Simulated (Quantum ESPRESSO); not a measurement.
Runs of Quantum ESPRESSO 7.5 on Ta2C. Symmetry: P-3m1, No. 164, trigonal system. The conventional cell has a = 3.106 Å, b = 3.106 Å, c = 4.946 Å, α = 90.00°, β = 90.00°, γ = 120.00°. Around Ta (site symmetry 3m) lie 3 C at 2.18 Å. Around C (site symmetry -3m) lie 6 Ta at 2.18 Å. 

```csv
task,level,potentials or basis,cell,k mesh,cutoff (eV),SCF threshold,symmetry,form of the LDA correlation,mesh quality,gap on the mesh (eV),pressure (GPa),V0 of scaled cells (Å³/atom),B0 (GPa),largest force (eV/Å)
single point,PBEsol,GBRV 1.5 PBEsol,as given,10 × 10 × 6,762,6e-10 Ry,-,-,not flagged,none,-3.1,-,-,0.03
equation of state,PBEsol,GBRV 1.5 PBEsol,as given,10 × 10 × 6,762,6e-10 Ry,-,-,not flagged,-,-,13.63,291,-
equation of state,r2SCAN,SG15 PBE 1.2,as given,4 × 4 × 2,1197,1e-08 Ry,off,-,coarse,-,-,(c),(a),-
single point,PBEsol,GBRV 1.5 PBEsol,"atoms moved at random, drawn with an rms of 0.05 Å",10 × 10 × 6,762,6e-10 Ry,-,-,not flagged,none,-3.5,-,-,0.55
band structure,PBEsol,GBRV 1.5 PBEsol,as given,10 × 10 × 6,762,6e-10 Ry,-,-,not flagged,none,-3.1,-,-,0.03
band structure,LDA,GBRV 1.5 LDA,as given,10 × 10 × 6,762,6e-10 Ry,-,PZ81,not flagged,none,-8.1,-,-,0.10
equation of state,LDA,GBRV 1.5 LDA,as given,10 × 10 × 6,762,6e-10 Ry,-,PZ81,not flagged,-,-,13.39,(b),-
```

Alike in all rows: no spin polarisation; smearing fermi-dirac 0.05 eV.

**Question.** Estimate the missing entries.

**Answer.** (a) 297; (b) 303; (c) 13.34.

Caveats: some runs use coarse meshes; the cell was scaled at fixed shape and fractional positions, which overstates the stiffness of a crystal with free parameters, most of all of layers and chains (some runs); spin-orbit coupling is left out, which moves the levels of the heavy elements (some runs); the potentials were made for another functional, which shifts forces and pressure (some runs).

A k mesh can miss the band edges, and the runs leave out spin-orbit coupling on Ta.

A gap of «none» marks a metal or a gap under the smearing width.
